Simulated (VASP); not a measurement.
# SiMo3 (P4/mmm) in VASP: relaxation of cell and atoms with PBE

Aim: the relaxation of cell and atoms of SiMo3 with PBE.

All numbers are computed with VASP 6.6.1; they aren't measurements. Logs are shortened: lines on timing, memory, paths and dates and some standing lists are left out, and cuts for length are marked.

## (1) Starting point

It takes space group P4/mmm (No. 123, tetragonal). The conventional cell has a = 5.253 Å, b = 5.253 Å, c = 2.633 Å, α = 90.00°, β = 90.00°, γ = 90.00°. Si (site symmetry 4/mmm) has 4 Mo at 2.63 Å and 2 Si at 2.63 Å as nearest neighbours. Mo (site symmetry mmm) has 2 Si at 2.63 Å and 4 Mo at 2.63 Å as nearest neighbours. Mo (site symmetry 4/mmm) has 6 Mo at 2.63 Å as nearest neighbours.

The cell was built by a generator and needn't be a form met in nature.

## (2) Relaxation of cell and atoms, PBE

The input, INCAR:

```
SYSTEM = SiMo3
ALGO = Fast
EDIFF = 1E-4
EDIFFG = -0.08
ENCUT = 520
GGA = PE
IBRION = 2
ISIF = 3
ISMEAR = 0
LASPH = .True.
LCHARG = .False.
LREAL = .False.
LWAVE = .False.
NELM = 60
NSW = 24
PREC = Normal
SIGMA = 0.15
```

The input, KPOINTS:

```
k-points
0
Gamma
  4 4 8
  0 0 0
```

The input, POSCAR:

```
SiMo3
1.0
    5.2531527500      0.0000000000      0.0000000000
    0.0000000000      5.2531527500      0.0000000000
    0.0000000000      0.0000000000      2.6329709300
Si Mo
1 3
Direct
    0.0000000000      0.0000000000      0.5000000000
    0.5000000000      0.0000000000      0.5000000000
    0.0000000000      0.5000000000      0.5000000000
    0.5000000000      0.5000000000      0.5000000000
```

Potentials or basis: VASP PAW PBE potentials, release 64 (Si, Mo_sv).

Command:

```
$ cat potpaw_PBE.64/Si/POTCAR potpaw_PBE.64/Mo_sv/POTCAR > POTCAR
$ mpirun -np 1 vasp_std > vasp.out
```

OUTCAR:

```text
SYSTEM = SiMo3
   EDIFF = 1E-4
   EDIFFG = -0.08
   ENCUT = 520
   GGA = PE
   IBRION = 2
   ISIF = 3
   ISMEAR = 0
   LASPH = .True.
   LREAL = .False.
   NELM = 60
   NSW = 24
   PREC = Normal

 ion  position               nearest neighbor table
   1  0.000  0.000  0.500-   2 2.63   3 2.63   3 2.63   2 2.63
   2  0.500  0.000  0.500-   1 2.63   4 2.63   4 2.63   1 2.63
   3  0.000  0.500  0.500-   1 2.63   4 2.63   1 2.63   4 2.63
   4  0.500  0.500  0.500-   2 2.63   3 2.63   2 2.63   3 2.63

  LATTYP: Found a simple tetragonal cell.
 ALAT       =     5.2531527500
 C/A-ratio  =     0.5012172795

  Lattice vectors:

 A1 = (   5.2531527500,   0.0000000000,   0.0000000000)
 A2 = (   0.0000000000,   5.2531527500,   0.0000000000)
 A3 = (   0.0000000000,   0.0000000000,   2.6329709300)

Analysis of symmetry for initial positions (statically):
=====================================================================
 Subroutine PRICEL returns:
 Original cell was already a primitive cell.

 Routine SETGRP: Setting up the symmetry group for a
 simple tetragonal supercell.

 Subroutine GETGRP returns: Found 16 space group operations
 (whereof 16 operations were pure point group operations)
 out of a pool of 16 trial point group operations.

The static configuration has the point symmetry D_4h.

Analysis of symmetry for dynamics (positions and initial velocities):
=====================================================================
 Subroutine PRICEL returns:
 Original cell was already a primitive cell.

 Routine SETGRP: Setting up the symmetry group for a
 simple tetragonal supercell.

 Subroutine GETGRP returns: Found 16 space group operations
 (whereof 16 operations were pure point group operations)
 out of a pool of 16 trial point group operations.

The dynamic configuration has the point symmetry D_4h.

 Subroutine INISYM returns: Found 16 space group operations
 (whereof 16 operations are pure point group operations),
 and found     1 'primitive' translations

----------------------------------------------------------------------------------------

                                     Primitive cell

  volume of cell :      72.6584

  direct lattice vectors                    reciprocal lattice vectors
     5.253152750  0.000000000  0.000000000     0.190361874  0.000000000  0.000000000
     0.000000000  5.253152750  0.000000000     0.000000000  0.190361874  0.000000000
     0.000000000  0.000000000  2.632970930     0.000000000  0.000000000  0.379799104

  length of vectors
     5.253152750  5.253152750  2.632970930     0.190361874  0.190361874  0.379799104

  position of ions in fractional coordinates (direct lattice)
     0.000000000  0.000000000  0.500000000
[... 71 lines left out ...]
   NGXF,Y,Z  is equivalent  to a cutoff of  18.99, 18.99, 20.20 a.u.
 SYSTEM =  SiMo3
   PREC   = normal    normal or accurate (medium, high low for compatibility)
   ISTART =      0    job   : 0-new  1-cont  2-samecut
   ICHARG =      2    charge: 1-file 2-atom 10-const
   ISPIN  =      1    spin polarized calculation?
   LNONCOLLINEAR =      F non collinear calculations
   LSORBIT =      F    spin-orbit coupling
   LASPH  =      T    aspherical Exc in radial PAW
   ENCUT  =  520.0 eV  38.22 Ry    6.18 a.u.   9.77  9.77  4.90*2*pi/ulx,y,z
   NELM   =     60;   NELMIN=  2; NELMDL= -5     # of ELM steps
   EDIFF  = 0.1E-03   stopping-criterion for ELM
   LREAL  =      F    real-space projection
   EDIFFG = -.8E-01   stopping-criterion for IOM
   NSW    =     24    number of steps for IOM
   IBRION =      2    ionic relax: 0-MD 1-quasi-New 2-CG
   NFREE  =      1    steps in history (QN), initial steepest desc. (CG)
   ISIF   =      3    stress and relaxation
   ISYM   =      2    0-nonsym 1-usesym 2-fastsym
   POTIM  = 0.5000    time-step for ionic-motion
   TEBEG  =    0.0;   TEEND  =   0.0 temperature during run
   PSTRESS=    0.0 pullay stress
   NELECT =      46.0000    total number of electrons
   NUPDOWN=      -1.0000    fix difference up-down
   EMIN   =  10.00;   EMAX   =-10.00  energy-range for DOS
   EFERMI =   0.00;   METHOD = LEGACY
   ISMEAR =     0;   SIGMA  =   0.15  broadening in eV -4-tet -1-fermi 0-gaus
   EFERMI_NEDOS =   21; number of points for ismear=-14 and -15
   IALGO  =     68    algorithm
   IMIX   =      4    mixing-type and parameters
     AMIX     =   0.40;   BMIX     =  1.00
     AMIX_MAG =   1.60;   BMIX_MAG =  1.00
  volume/ion in A,a.u.               =      18.16       122.58
  Fermi-wavevector in a.u.,A,eV,Ry     =   1.405720  2.656425 26.885764  1.976048
  Thomas-Fermi vector in A             =   2.528152
   LORBIT       =      0    0 simple, 1 ext, 2 COOP (PROOUT), +10 PAW based schemes
   GGA     = PE    functional components
   LHFCALC =     F    Hartree Fock is set to
   AEXX    =    0.0000 exact exchange contribution
   IVDW    =     0    specifies the selected vdW correction
   LEPSILON=     F    determine dielectric tensor
   LRPA    =     F    only Hartree local field effects (RPA)
 conjugate gradient relaxation of ions
 non-spin polarized calculation
 RMM-DIIS sequential band-by-band and
 Gauss-broadening in eV      SIGMA  =   0.15
  energy-cutoff  :      520.00
  volume of cell :       72.66
 maximum number of plane-waves:      1984
   NGX = 19   NGY = 19   NGZ =  9

--------------------------------------- Ionic step        1  -------------------------------------------

 number of electron      46.0000056 magnetization

 Free energy of the ion-electron system (eV)
  ---------------------------------------------------
  ext. energy  EPLUGINS =         0.00000000
  ---------------------------------------------------
  free energy    TOTEN  =       -34.12860807 eV

  energy without entropy =      -34.05345394  energy(sigma->0) =      -34.09103101

 E-fermi :   9.3521     XC(G=0): -11.8643

 val. band max:        9.3435743356   @ k =   0.2500   0.0000   0.2500
 cond. band min:       9.3608326545   @ k =   0.2500   0.2500   0.0000
 fundamental gap:      0.0172583189
 Fermi energy:         9.3520569976

 k-point     1 :       0.0000    0.0000    0.0000
  band No.  band energies     occupation
      1     -51.6142      2.00000
      2     -51.5031      2.00000
      3     -51.3670      2.00000
      4     -26.2709      2.00000
      5     -26.2709      2.00000
      6     -25.6606      2.00000
[... 938 lines left out ...]
--------------------------------------- Ionic step        7  -------------------------------------------

 number of electron      45.9999984 magnetization

 Free energy of the ion-electron system (eV)
  ---------------------------------------------------
  ext. energy  EPLUGINS =         0.00000000
  ---------------------------------------------------
  free energy    TOTEN  =       -34.23879687 eV

  energy without entropy =      -34.17961113  energy(sigma->0) =      -34.20920400

 E-fermi :  10.1430     XC(G=0): -12.1597

 val. band max:       10.1360137521   @ k =   0.2500   0.2500   0.2500
 cond. band min:      10.1652530892   @ k =   0.5000   0.0000   0.0000
 fundamental gap:      0.0292393371
 Fermi energy:        10.1430126649

 k-point     1 :       0.0000    0.0000    0.0000
  band No.  band energies     occupation
      1     -50.8307      2.00000
      2     -50.6979      2.00000
      3     -50.5359      2.00000
      4     -25.5824      2.00000
      5     -25.5824      2.00000
      6     -24.8615      2.00000
[... 742 lines left out ...]
  FREE ENERGIE OF THE ION-ELECTRON SYSTEM (eV)
  ---------------------------------------------------
  free  energy   TOTEN  =       -34.2387968681 eV

  energy  without entropy=      -34.1796111268  energy(sigma->0) =      -34.20920400

 reached required accuracy - stopping structural energy minimisation
```

CONTCAR:

```text
SiMo3
   1.00000000000000
     5.1724179543077762    0.0000000000000000   -0.0000000000000000
     0.0000000000000000    5.1724179543077762    0.0000000000000000
    -0.0000000000000000   -0.0000000000000000    2.5611868861053040
  Si              Mo
     1     3
Direct
     0.0000000000000000    0.0000000000000000    0.5000000000000000
     0.5000000000000000    1.0000000000000000    0.5000000000000000
     1.0000000000000000    0.5000000000000000    0.5000000000000000
     0.5000000000000000    0.5000000000000000    0.5000000000000000

  0.00000000E+00  0.00000000E+00  0.00000000E+00
  0.00000000E+00  0.00000000E+00  0.00000000E+00
  0.00000000E+00  0.00000000E+00  0.00000000E+00
  0.00000000E+00  0.00000000E+00  0.00000000E+00
```

Wall time 59 s (1 thread of Intel Xeon 6975P-C (Granite Rapids), shared host); peak memory 0.17 GiB.

What came out:

| Property | Result |
| --- | --- |
| Free energy | -34.2388 eV |
| Relaxed volume | 17.13 Å³/atom |
| Relaxed cell | a = 5.172 Å, b = 5.172 Å, c = 2.561 Å, α = 90.00°, β = 90.00°, γ = 90.00° |
| Space group after relaxing (to 0.05 Å) | P4/mmm (No. 123) |
| Energy gained by relaxing | 27.5 meV/atom |
| Ionic steps | 7 |
| Pressure after relaxing | 0.2 GPa |
| Band gap on the k mesh | none (metal or under the smearing width) |

Stress tensor (GPa, compression positive):
```
0.25 0.00 0.00
0.00 0.25 0.00
0.00 0.00 0.17
```

The path:
```
step  energy change (eV)  largest force (eV/Å)  pressure (GPa)  volume (Å³)
   1              0.0000                0.0000           -8.17        72.66
   2              0.1360                0.0000           15.77        63.35
   3             -0.1067                0.0000           -0.07        68.76
   4             -0.1068                0.0000           -0.14        68.68
   5             -0.0488                0.0000            7.25        65.98
   6             -0.1067                0.0000            0.18        68.60
   7             -0.1102                0.0000            0.22        68.52
```

Final structure:
```
CELL_PARAMETERS angstrom
5.17242 0.00000 0.00000
0.00000 5.17242 0.00000
0.00000 0.00000 2.56119
ATOMIC_POSITIONS crystal
Si 0.00000 0.00000 0.50000
Mo 0.50000 0.00000 0.50000
Mo 0.00000 0.50000 0.50000
Mo 0.50000 0.50000 0.50000
```

Levels at points of the mesh, in eV from the Fermi level:
```csv
k point,band 19,band 20,band 21,band 22,band 23,band 24,band 25,band 26,band 27
"(0.00, 0.00, 0.00)",-2.72,-2.72,-2.62,-0.05,0.73,1.14,1.14,2.44,2.59
"(0.50, 0.00, 0.00)",-2.85,-2.13,-1.30,-0.78,0.02,1.16,1.19,2.20,2.21
"(0.50, 0.50, 0.00)",-1.93,-1.60,-1.60,-1.21,-0.94,0.75,0.75,2.20,2.38
"(0.00, 0.00, 0.50)",-2.64,-2.51,-2.51,0.98,0.98,1.06,1.33,1.33,1.44
"(0.50, 0.00, 0.50)",-2.46,-2.24,-2.24,-0.42,-0.27,0.33,0.79,0.97,2.35
"(0.50, 0.50, 0.50)",-2.62,-1.98,-1.80,-0.15,-0.15,0.20,0.29,0.56,0.79
```

Caveat: the relaxation stopped at a loose force limit of 0.08 eV/Å, so its end isn't a converged minimum.
